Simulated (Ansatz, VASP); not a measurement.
# ZnAu in VASP and in Ansatz

```
Zn Au
1.0
     3.14700    0.00000    0.00000
     0.00000    3.14700    0.00000
     0.00000    0.00000    3.14700
Zn Au
1 1
Direct
  0.50000 0.50000 0.50000
  0.00000 0.00000 0.00000
```

Alike in both runs: task single point; functional PBE; k mesh 12 × 12 × 12; occupations fermi-dirac, width 0.05 eV; no spin polarisation.

|  | VASP | Ansatz |
| --- | --- | --- |
| version | VASP 6.6.1 | Ansatz 0.2.0 |
| potentials or method | VASP PAW PBE potentials, release 64 (Zn, Au), cutoff 520 eV | all-electron LAPW, non-relativistic |

```csv
,VASP,Ansatz,Ansatz less VASP
pressure (GPa),5.0,20.2,+15.22
```

One of these differences is far larger than is usual between the two programs; its cause wasn't traced. Ansatz ran all-electron here, so the differences hold the error of VASP's frozen core and of both bases.

The runs have no spin-orbit coupling, so splittings on Au are missing.
